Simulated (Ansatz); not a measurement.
The system is GaP.

```xyz
2
Lattice="0.0000 2.7252 2.7252 2.7252 0.0000 2.7252 2.7252 2.7252 0.0000" Properties=species:S:1:pos:R:3 pbc="T T T"
Ga    0.0000    0.0000    0.0000
P     4.0879    4.0879    4.0879
```

Base run:

```yaml
Program: Ansatz 0.2.0
Functional: PBEsol
Potentials_or_basis: all-electron PAW datasets made for the crystal
Cutoff: 240 eV (chosen from the basis error)
k_mesh: 6 × 6 × 6
Occupations: fermi-dirac, width 0.05 eV
Spin: no spin polarisation
```

Its results: band gap on the k mesh 1.51 eV, indirect (least direct gap 1.74 eV); pressure -0.5 GPa.

**Question.** The run is repeated on the same cell with these changes: functional from PBEsol to PBE0; cutoff from 240 eV (chosen from the basis error) to 270 eV (chosen from the basis error). What comes out?

**Answer.** Band gap on the k mesh 2.96 eV, indirect (least direct gap 3.45 eV); pressure 0.5 GPa.

PBE0 gives the wider gap, since exact exchange removes part of the self-interaction.

A k mesh can miss the band edges.
